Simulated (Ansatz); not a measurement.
# SiO2: the cost of one run

Method: DFT PBE+D3(BJ), scalar-relativistic, plane waves, PAW, in Ansatz 0.2.0.

### Step 1. Starting point

It takes space group P-3m1 (No. 164, trigonal). The conventional cell has a = 2.686 Å, b = 2.686 Å, c = 4.603 Å, α = 90.00°, β = 90.00°, γ = 120.00°. Si (site symmetry -3m) is surrounded by 6 O at 1.80 Å. O (site symmetry 3m) is surrounded by 3 Si at 1.80 Å.

Structure file:

```
Si O
1.0
     2.68646    0.00000    0.00000
    -1.34323    2.32654    0.00000
     0.00000    0.00000    4.60318
Si O
1 2
Direct
  0.00000 0.00000 0.00000
  0.66667 0.33333 0.80109
  0.33333 0.66667 0.19891
```

It is the end of an earlier relaxation with the same method, from a generated guess; it is a trial structure. At a tolerance of 0.02 Å it has space group P-3m1 (No. 164); it has 9.59 Å³/atom, an uncorrected energy of -2.54 eV/atom over the elements.

### Step 2. Electronic structure at the relaxed geometry

input.yaml

```yaml
crystal:
  lattice:
    - [2.6864556753, 0.0, 0.0]
    - [-1.3432278377, 2.3265388609, 0.0]
    - [0.0, 0.0, 4.6031815546]
  atoms:
    - { symbol: Si, position: [0.0, 0.0, 0.0] }
    - { symbol: O, position: [0.6666666667, 0.3333333333, 0.801085503] }
    - { symbol: O, position: [0.3333333333, 0.6666666667, 0.198914497] }
basis:
  ecutwfc: 420
kpoints:
  mp_grid: { grid: [12, 12, 6] }
  band_path:
    path:
      - [[0.0, 0.0, 0.0], [0.5, 0.0, 0.0], [0.33333333, 0.33333333, 0.0], [0.0, 0.0, 0.0], [0.0, 0.0, 0.5], [0.5, 0.0, 0.5], [0.33333333, 0.33333333, 0.5], [0.0, 0.0, 0.5]]
      - [[0.5, 0.0, 0.5], [0.5, 0.0, 0.0]]
      - [[0.33333333, 0.33333333, 0.5], [0.33333333, 0.33333333, 0.0]]
    npoints: 14
hamiltonian:
  xc: pbe
  dispersion: d3bj
scf:
  occupations: { method: gaussian, width: 0.02 }
  n_extra_bands: 7
output:
  forces: true
  stress: true
  eigenvalues: true
  populations: true
  dos: { projected: true, de: 0.02, nscf_kmesh: { grid: [18, 18, 9] } }
  bader: true
  write_density: true
  write_potential: true
  elf: true
  volumetric_format: npy
```

On the command line:

```bash
$ ansatz run input.yaml --threads 1 --pin off --max-ram 2560MiB --backend cpu --events-out ev --progress --plain --runs-dir out
```

What time and memory should one allow on 1 thread of Intel Xeon 6975P-C (Granite Rapids), shared host?

About 24 s, with a peak of 0.39 GiB.
